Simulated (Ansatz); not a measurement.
Two states of Gd

```
Gd
1.0
     0.00000    4.06814    0.00000
     2.03407   -2.03407    2.03407
    -4.06814    0.00000    4.06814
Gd
2
Cartesian
  0.0000 0.0000 0.0000
  -2.0341 2.0341 2.0341
```

Level: PBE, with U_eff = 3.57 eV on Gd f (atomic projectors); 420 eV; 8×8×4 Γ-centred mesh; cold occupations (width 0.1471 eV); Ansatz 0.2.0, fixed geometry.

State A: Gd1 up, Gd2 down (collinear spin). State B: Gd1 up, Gd2 up (collinear spin).

Problem. Which state is lower, and how do they differ?

Solution. State B is lower by 70.0 meV an atom at zero smearing; in free energy at this smearing B lies -68.6 meV an atom from A.

```csv
state,free energy (meV/atom),largest moment in a small sphere (μB),net moment (μB/cell),gap on mesh (eV),pressure (GPa),largest force (eV/Å)
A,68.6,7.41,0.00,metal,-0.5,0.00
B,0.0,7.54,15.82,metal,-0.2,0.00
```

Origin: a database entry at a rescaled volume.
